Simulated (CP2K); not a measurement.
Crystal: GaAs.

```xyz
2
Lattice="3.9978 0.0000 0.0000 1.9989 3.4622 0.0000 1.9989 1.1541 3.2642" Properties=species:S:1:pos:R:3 pbc="T T T"
As    5.9967    3.4622    2.4481
Ga    0.0000    0.0000    0.0000
```

Base run:

| Quantity | Value |
| --- | --- |
| Program | CP2K 2026.2 |
| Functional | PBE |
| Potentials or basis | POTENTIAL_UZH As GTH-PBE0-q5, Ga GTH-PBE0-q13; DZVP-MOLOPT-SR-GTH basis |
| Density cutoff | 6123 eV |
| k mesh | 8 × 8 × 8 |
| Occupations | fermi-dirac, width 0.05 eV |
| Spin | no spin polarisation |

Its results: band gap on the k mesh 0.63 eV, direct; pressure 4.8 GPa.

**Question.** The run is repeated on the same cell with these changes: potentials or basis from POTENTIAL_UZH As GTH-PBE0-q5, Ga GTH-PBE0-q13; DZVP-MOLOPT-SR-GTH basis to GTH_POTENTIALS As GTH-PBE-q5, Ga GTH-PBE-q13; DZVP-MOLOPT-SR-GTH basis; potentials from As GTH-PBE0-q5 of POTENTIAL_UZH, Ga GTH-PBE0-q13 of POTENTIAL_UZH to As GTH-PBE-q5 of GTH_POTENTIALS, Ga GTH-PBE-q13 of GTH_POTENTIALS. What comes out?

**Answer.** Band gap on the k mesh 0.50 eV, direct; pressure 4.2 GPa.

Caveats: the basis of atomic orbitals isn't converged, which shifts pressures, moduli and gaps; the real-space grid breaks the cell's symmetry a little.
